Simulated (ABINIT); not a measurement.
Crystal: C.

```xyz
2
Lattice="0.0000 1.7834 1.7834 1.7834 0.0000 1.7834 1.7834 1.7834 0.0000" Properties=species:S:1:pos:R:3 pbc="T T T"
C     2.6751    2.6751    2.6751
C     1.7834    1.7834    1.7834
```

This isn't the form of C at room conditions, which is graphite.

Base run:

| Quantity | Value |
| --- | --- |
| Program | ABINIT 10.8.3 (patched build) |
| Functional | PW91 |
| Potentials or basis | PseudoDojo NC SR PBE v0.4.1 standard |
| Cutoff | 1116 eV |
| k mesh | 13 × 13 × 13 |
| Occupations | fermi-dirac, width 0.05 eV |
| Spin | no spin polarisation |

Its results: band gap on the k mesh 4.23 eV, indirect (least direct gap 5.64 eV); pressure 3.0 GPa.

Problem. After a change of settings the same cell gave: band gap on the k mesh 4.19 eV, indirect (least direct gap 5.62 eV); pressure 0.7 GPa. Which change was it?
A. functional from PW91 to rPW86PBE
B. functional from PW91 to LDA; potentials or basis from PseudoDojo NC SR PBE v0.4.1 standard to JTH PAW LDA v2.0; cutoff from 1116 eV to 544 eV
C. potentials or basis from PseudoDojo NC SR PBE v0.4.1 standard to JTH PAW PBE v2.0; cutoff from 1116 eV to 544 eV
D. functional from PW91 to WC; potentials or basis from PseudoDojo NC SR PBE v0.4.1 standard to PseudoDojo NC SR PBEsol v0.4.1 standard

Solution. C.

Caveats: the potentials were made for another functional, which shifts forces and pressure (some runs); the PAW data sets were made with another functional, which shifts forces and pressure a little (some runs).

Not every run made on this cell is shown here.
